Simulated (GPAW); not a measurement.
Runs of GPAW 26.7.0 on CdF2. The structure is cubic, space group Fm-3m (No. 225). Conventional cell: a = 5.388 Å, b = 5.388 Å, c = 5.388 Å, α = 90.00°, β = 90.00°, γ = 90.00°. Cd (site symmetry m-3m) is surrounded by 8 F at 2.33 Å. F (site symmetry -43m) is surrounded by 4 Cd at 2.33 Å. 

```csv
task,level,potentials or basis,cell,k mesh,cutoff (eV),smearing,optimizer,fmax,max steps,convergence,band path,gap on the mesh (eV),pressure (GPa),V0 of scaled cells (Å³/atom),relaxed volume (Å³/atom),B0 (GPa)
relaxation of cell and atoms,PBEsol,"PAW data sets generated in the run's folder for this functional, pw",relaxed,9 × 9 × 9,800,fermi-dirac 0.05 eV,BFGS,0.02 eV/Å,60,density=1e-05 forces=0.0001,-,3.00,0.1,-,12.78,-
equation of state,PBE,"GPAW PAW data sets (gpaw-data 1.2.1), pw",as given,9 × 9 × 9,800,fermi-dirac 0.05 eV,-,-,-,-,-,-,-,13.70,-,90
relaxation of cell and atoms,PBEsol+D3(BJ)+ATM,"PAW data sets generated in the run's folder for this functional, pw",relaxed,9 × 9 × 9,800,fermi-dirac 0.05 eV,BFGS,0.02 eV/Å,60,density=1e-05 forces=0.0001,-,3.04,0.1,-,12.61,-
equation of state,LDA,"the program's PAW data sets (release 1.2.1) made for this functional, pw",as given,9 × 9 × 9,800,fermi-dirac 0.05 eV,-,-,-,-,-,-,-,(b),-,130
band structure,r2SCAN,"GPAW PAW data sets (gpaw-data 1.2.1), pw",as given,9 × 9 × 9,800,fermi-dirac 0.05 eV,-,-,-,-,"GXWKGLUWLK,UX",3.79,-1.8,-,-,-
band structure,LDA,"the program's PAW data sets (release 1.2.1) made for this functional, pw",as given,9 × 9 × 9,800,fermi-dirac 0.05 eV,-,-,-,-,"GXWKGLUWLK,UX",2.80,-7.6,-,-,-
dielectric tensor,LDA,"the program's PAW data sets (release 1.2.1) made for this functional, pw",as given,7 × 7 × 7,600,fermi-dirac 0.001 eV,-,-,-,-,-,2.83,-,-,-,-
band structure,PBEsol,"PAW data sets generated in the run's folder for this functional, pw",as given,9 × 9 × 9,800,fermi-dirac 0.05 eV,-,-,-,-,"GXWKGLUWLK,UX",(a),-2.1,-,-,-
```

Alike in all rows: no spin polarisation.

Problem. Estimate the missing entries.

Solution. (a) 2.93; (b) 12.38.

Caveats: later steps reuse the first step's grids (some runs); an odd mesh through Γ misses points on the zone boundary, where band edges often lie (some runs); the PAW data sets were made with another functional, which shifts forces and pressure a little (some runs); the long-wavelength limit can be off by several per cent where d states take part (some runs).

A k mesh can miss the band edges, and the runs leave out spin-orbit coupling on Cd.

Not every run made on this cell is shown here.
